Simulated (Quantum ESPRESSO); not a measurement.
# Nb in Quantum ESPRESSO: the effect of functional

The system is Nb.

```
Nb
1.0
    -1.66395    1.66395    1.66395
     1.66395   -1.66395    1.66395
     1.66395    1.66395   -1.66395
Nb
1
Cartesian
  0.0000 0.0000 0.0000
```

Alike in all runs:

```yaml
Program: Quantum ESPRESSO 7.5
Task: phonon dispersion
Cutoff: 612 eV
Density_cutoff: 4898 eV
k_mesh: 12 × 12 × 12
Occupations: cold, width 0.2 eV
Spin: no spin polarisation
```

Each run relaxes the cell or the atoms first.

```csv
functional,potentials or basis,relaxed volume (Å³/atom),highest phonon frequency (cm⁻¹)
LDA,GBRV 1.5 LDA,?,?
PBE,GBRV 1.5 PBE,18.06,199
PBEsol,GBRV 1.5 PBEsol,17.46,210
```

**Question.** What does the run with functional LDA give?

**Answer.** Relaxed volume 17.11 Å³/atom; highest phonon frequency 216 cm⁻¹.
